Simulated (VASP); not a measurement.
# Na (P6_3/mmc) in VASP: notebook

Runs on Na. Level: PBE. Tasks: single point.

Program: VASP 6.6.1. These are calculated values, not measurements. Logs are shortened: lines on timing, memory, paths and dates and some standing lists are left out, and cuts for length are marked.

## 1. The structure

The structure is hexagonal, space group P6_3/mmc (No. 194). The conventional cell has a = 3.767 Å, b = 3.767 Å, c = 6.154 Å, α = 90.00°, β = 90.00°, γ = 120.00°. Around Na (site symmetry -6m2) lie 12 Na at 3.77 Å.

This isn't the form of Na at room conditions, which is bcc.

## 2. Single point, PBE

File INCAR:

```
SYSTEM = Na
PREC     = Accurate       ! precision mode
ENCUT    = 460            ! plane-wave cutoff, eV
EDIFF    = 1E-6           ! SCF threshold, eV
ISMEAR   = 0              ! smearing method
SIGMA    = 0.02           ! smearing width, eV
LREAL    = .FALSE.        ! projectors in reciprocal space
LASPH    = .TRUE.         ! aspherical terms in the spheres
NELM     = 100            ! most SCF steps
ALGO     = Normal         ! electronic algorithm
ISIF     = 2              ! what is computed and relaxed
LWAVE    = .FALSE.        ! write WAVECAR
LCHARG   = .FALSE.        ! write CHGCAR
GGA      = PE             ! functional
NBANDS   = 14             ! bands
ADDGRID  = .FALSE.
```

File KPOINTS:

```
regular mesh
0
G
  12 12 7
  0 0 0
```

File POSCAR:

```
Na
1.0
    3.7670000000      0.0000000000      0.0000000000
   -1.8835000000      3.2623176961      0.0000000000
    0.0000000000      0.0000000000      6.1540000000
Na
2
Direct
    0.6607270000      0.3253030000      0.7651560000
    0.3322080000      0.6634530000      0.2738460000
```

Potentials or basis: VASP PAW PBE potentials, release 64 (Na_pv).

Launch:

```console
cat potpaw_PBE.64/Na_pv/POTCAR > POTCAR
mpirun -np 1 vasp_std > vasp.out
```

OUTCAR:

```text
SYSTEM = Na
   PREC = Accurate
   ENCUT = 460
   EDIFF = 1E-6
   ISMEAR = 0
   LREAL = .FALSE.
   LASPH = .TRUE.
   NELM = 100
   ISIF = 2
   GGA = PE

 Found    506 irreducible k-points:

 Following reciprocal coordinates:
            Coordinates               Weight
  0.000000  0.000000  0.000000      1.000000
  0.083333  0.000000  0.000000      2.000000
  0.000000  0.083333  0.000000      2.000000
 -0.083333  0.083333  0.000000      2.000000
  0.166667 -0.000000  0.000000      2.000000
  0.000000  0.166667  0.000000      2.000000
   k-points           NKPTS =    506   k-points in BZ     NKDIM =    506   number of bands    NBANDS=     14
   number of dos      NEDOS =    301   number of ions     NIONS =      2
   total plane-waves  NPLWV =  37632
   dimension x,y,z NGX =    28 NGY =   28 NGZ =   48
   dimension x,y,z NGXF=    56 NGYF=   56 NGZF=   96
   ions per type =               2
   NGX,Y,Z   is equivalent  to a cutoff of  12.36, 12.36, 12.97 a.u.
   NGXF,Y,Z  is equivalent  to a cutoff of  24.71, 24.71, 25.93 a.u.
 SYSTEM =  Na
   PREC   = accura    normal or accurate (medium, high low for compatibility)
   ISTART =      0    job   : 0-new  1-cont  2-samecut
   ICHARG =      2    charge: 1-file 2-atom 10-const
   ISPIN  =      1    spin polarized calculation?
   LNONCOLLINEAR =      F non collinear calculations
   LSORBIT =      F    spin-orbit coupling
   LASPH  =      T    aspherical Exc in radial PAW
   ENCUT  =  460.0 eV  33.81 Ry    5.81 a.u.   6.59  6.59 10.76*2*pi/ulx,y,z
   NELM   =    100;   NELMIN=  2; NELMDL= -5     # of ELM steps
   EDIFF  = 0.1E-05   stopping-criterion for ELM
   LREAL  =      F    real-space projection
   EDIFFG = 0.1E-04   stopping-criterion for IOM
   NSW    =      0    number of steps for IOM
   IBRION =     -1    ionic relax: 0-MD 1-quasi-New 2-CG
   NFREE  =      0    steps in history (QN), initial steepest desc. (CG)
   ISIF   =      2    stress and relaxation
   ISYM   =      2    0-nonsym 1-usesym 2-fastsym
   POTIM  = 0.5000    time-step for ionic-motion
   TEBEG  =    0.0;   TEEND  =   0.0 temperature during run
   PSTRESS=    0.0 pullay stress
   NELECT =      14.0000    total number of electrons
   NUPDOWN=      -1.0000    fix difference up-down
   EMIN   =  10.00;   EMAX   =-10.00  energy-range for DOS
   EFERMI =   0.00;   METHOD = LEGACY
   ISMEAR =     0;   SIGMA  =   0.02  broadening in eV -4-tet -1-fermi 0-gaus
   EFERMI_NEDOS =   21; number of points for ismear=-14 and -15
   IALGO  =     38    algorithm
   IMIX   =      4    mixing-type and parameters
     AMIX     =   0.40;   BMIX     =  1.00
     AMIX_MAG =   1.60;   BMIX_MAG =  1.00
  volume/ion in A,a.u.               =      37.81       255.18
  Fermi-wavevector in a.u.,A,eV,Ry     =   0.933020  1.763153 11.844235  0.870527
  Thomas-Fermi vector in A             =   2.059678
   LORBIT       =      0    0 simple, 1 ext, 2 COOP (PROOUT), +10 PAW based schemes
   GGA     = PE    functional components
   LHFCALC =     F    Hartree Fock is set to
   AEXX    =    0.0000 exact exchange contribution
   IVDW    =     0    specifies the selected vdW correction
   LEPSILON=     F    determine dielectric tensor
   LRPA    =     F    only Hartree local field effects (RPA)
 non-spin polarized calculation
 Gauss-broadening in eV      SIGMA  =   0.02
  energy-cutoff  :      460.00
  volume of cell :       75.63
 maximum number of plane-waves:      1737
   NGX = 13   NGY = 13   NGZ = 21

 number of electron      13.9999997 magnetization

 Free energy of the ion-electron system (eV)
  ---------------------------------------------------
  ext. energy  EPLUGINS =         0.00000000
  ---------------------------------------------------
  free energy    TOTEN  =        -2.62093563 eV

  energy without entropy =       -2.62064380  energy(sigma->0) =       -2.62078971

 E-fermi :   0.2501     XC(G=0):  -6.4504

 val. band max:        0.2484037280   @ k =  -0.3333   0.1667   0.2857
 cond. band min:       0.2536043683   @ k =  -0.0833   0.1667   0.1429
 fundamental gap:      0.0052006404
 Fermi energy:         0.2501363013

 k-point     1 :       0.0000    0.0000    0.0000
  band No.  band energies     occupation
      1     -24.6731      2.00000
      2     -24.6452      2.00000
      3     -24.6449      2.00000
      4     -24.6405      2.00000
      5     -24.6404      2.00000
      6     -24.6404      2.00000
      7      -2.9664      2.00000
      8       0.8242      0.00000
      9       1.2081      0.00000
     10      10.1393      0.00000
     11      10.1472      0.00000
     12      10.4757      0.00000
     13      10.4895      0.00000
     14      10.6396      0.00000

 k-point     2 :       0.0833    0.0000    0.0000
  band No.  band energies     occupation
      1     -24.6724      2.00000
      2     -24.6465      2.00000
      3     -24.6456      2.00000
      4     -24.6421      2.00000
      5     -24.6408      2.00000
      6     -24.6407      2.00000
      7      -2.8650      2.00000
      8       0.9145      0.00000
      9       1.3072      0.00000
     10       8.4821      0.00000
     11       9.3900      0.00000
     12       9.8153      0.00000
     13      11.3507      0.00000
     14      11.4127      0.00000

 k-point     3 :       0.0000    0.0833    0.0000
  band No.  band energies     occupation
      1     -24.6724      2.00000
      2     -24.6468      2.00000
      3     -24.6453      2.00000
      4     -24.6421      2.00000
      5     -24.6408      2.00000
      6     -24.6407      2.00000
      7      -2.8650      2.00000
      8       0.9144      0.00000
      9       1.3071      0.00000
     10       8.4853      0.00000
     11       9.3900      0.00000
     12       9.8139      0.00000
     13      11.3442      0.00000
     14      11.4157      0.00000

 k-point     4 :      -0.0833    0.0833    0.0000
  band No.  band energies     occupation
      1     -24.6724      2.00000
      2     -24.6466      2.00000
      3     -24.6455      2.00000
      4     -24.6421      2.00000
      5     -24.6408      2.00000
      6     -24.6407      2.00000
      7      -2.8650      2.00000
      8       0.9145      0.00000
      9       1.3071      0.00000
     10       8.4837      0.00000
     11       9.3900      0.00000
     12       9.8145      0.00000
     13      11.3469      0.00000
     14      11.4148      0.00000

 k-point     5 :       0.1667   -0.0000    0.0000
  band No.  band energies     occupation
      1     -24.6704      2.00000
      2     -24.6509      2.00000
      3     -24.6470      2.00000
      4     -24.6466      2.00000
      5     -24.6416      2.00000
      6     -24.6415      2.00000
      7      -2.5618      2.00000
      8       1.1855      0.00000
      9       1.6002      0.00000
     10       6.6238      0.00000
     11       8.6470      0.00000
     12       8.8431      0.00000
     13       9.9839      0.00000
     14      10.9700      0.00000

 k-point     6 :       0.0000    0.1667    0.0000
  band No.  band energies     occupation
      1     -24.6703      2.00000
      2     -24.6512      2.00000
      3     -24.6468      2.00000
      4     -24.6466      2.00000
      5     -24.6417      2.00000
      6     -24.6414      2.00000
      7      -2.5618      2.00000
      8       1.1855      0.00000
      9       1.6000      0.00000
     10       6.6271      0.00000
     11       8.6468      0.00000
     12       8.8464      0.00000
     13       9.9813      0.00000
     14      10.9513      0.00000

 [... further k-points ...]

------------------------ aborting loop because EDIFF is reached ----------------------------------------

  FORCE on cell =-STRESS in cart. coord.  units (eV):
  Direction    XX          YY          ZZ          XY          YZ          ZX
  --------------------------------------------------------------------------------------
  -------------------------------------------------------------------------------------
  Total       -0.0546226     -0.0442999     -0.1820661     -0.0033114      0.0003734      0.0003923
  in kB       -1.1571875     -0.9384984     -3.8570942     -0.0701524      0.0079099      0.0083102
  external PRESSURE =      -1.9842601 kB  Pullay stress =       0.0000000 kB

 VOLUME and BASIS-vectors are now :
 -----------------------------------------------------------------------------
  energy-cutoff  :      460.00
  volume of cell :       75.63
      direct lattice vectors                 reciprocal lattice vectors
     3.767000000  0.000000000  0.000000000     0.265463233  0.153265269  0.000000000
    -1.883500000  3.262317696  0.000000000     0.000000000  0.306530538  0.000000000
     0.000000000  0.000000000  6.154000000     0.000000000  0.000000000  0.162495938

 POSITION                                       TOTAL-FORCE (eV/Angst)
 -----------------------------------------------------------------------------------
      1.87625      1.06124      4.70877         0.000926      0.002270      0.035716
      0.00181      2.16439      1.68525        -0.000926     -0.002270     -0.035716
 -----------------------------------------------------------------------------------
    total drift:                               -0.000048      0.000082     -0.000053

  FREE ENERGIE OF THE ION-ELECTRON SYSTEM (eV)
  ---------------------------------------------------
  free  energy   TOTEN  =        -2.6209356279 eV

  energy  without entropy=       -2.6206438005  energy(sigma->0) =       -2.62078971
```

It took 2.6 min on 1 thread of Intel Xeon Platinum 8488C (Sapphire Rapids), shared host; peak memory 0.42 GiB.

These settings aren't checked as converged: the numbers below hold their error.

Results:

```yaml
Free_energy: -2.6209 eV
Pressure: -0.2 GPa
Largest_force: 0.036 eV/Å
Band_gap_on_the_k_mesh: none (metal or under the smearing width)
```

## 3. Single point, PBE

INCAR: that of step 2 with these lines changed.

```diff
@@ -4,4 +4,4 @@
 EDIFF    = 1E-6           ! SCF threshold, eV
-ISMEAR   = 0              ! smearing method
-SIGMA    = 0.02           ! smearing width, eV
+ISMEAR   = -5             ! smearing method
+SIGMA    = 0.2            ! smearing width, eV
 LREAL    = .FALSE.        ! projectors in reciprocal space
```

KPOINTS is that of step 2.

File POSCAR:

```
Na
1.0
    3.7670000000      0.0000000000      0.0000000000
   -1.8835000000      3.2623176961      0.0000000000
    0.0000000000      0.0000000000      6.1540000000
Na
2
Direct
    0.6666666667      0.3333333333      0.7500000000
    0.3333333333      0.6666666667      0.2500000000
```

Potentials or basis: VASP PAW PBE potentials, release 64 (Na_pv).

Launch:

```console
cat potpaw_PBE.64/Na_pv/POTCAR > POTCAR
mpirun -np 1 vasp_std > vasp.out
```

It took 22 s on 1 thread of Intel Xeon Platinum 8488C (Sapphire Rapids), shared host; peak memory 0.2 GiB.

The run converged, but some of its settings lie outside the range that counts as converged, so its numbers aren't taken as properties of the crystal.

What came out:

- Free energy: -2.6234 eV
- Pressure: -0.2 GPa
- Band gap on the k mesh: none (metal or under the smearing width)

Caveat: tetrahedron occupations give inexact forces and stress in metals.

## 4. The reference run

An earlier run on the cell as given: functional PBE; potentials or basis VASP PAW PBE potentials, release 64 (Na_pv); cutoff 520 eV; k mesh 8 × 8 × 5; occupations fermi-dirac, width 0.05 eV; no spin polarisation.

- Pressure: -0.2 GPa
- Band gap on the k mesh: none (metal or under the smearing width)
